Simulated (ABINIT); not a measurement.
CdO (Monteponite):

```
Cd O
1.0
     0.00000    2.34950    2.34950
     2.34950    0.00000    2.34950
     2.34950    2.34950    0.00000
Cd O
1 1
Direct
  0.00000 0.00000 0.00000
  0.50000 0.50000 0.50000
```

Base run:

* Program: ABINIT 10.8.3 (patched build)
* Functional: BLYP
* Potentials or basis: JTH PAW PBE v2.0
* Cutoff: 762 eV
* k mesh: 10 × 10 × 10
* Occupations: fermi-dirac, width 0.05 eV
* Spin: no spin polarisation

Its results: band gap on the k mesh none (metal or under the smearing width); pressure 11.1 GPa.

Q: The run is repeated on the same cell with these changes: functional from BLYP to PBE. What comes out?

A: Band gap on the k mesh none (metal or under the smearing width); pressure 5.4 GPa.

PBE binds more tightly than BLYP, so the same cell stands under less pressure.

Caveats: the PAW data sets were made with another functional, which shifts forces and pressure a little (some runs).
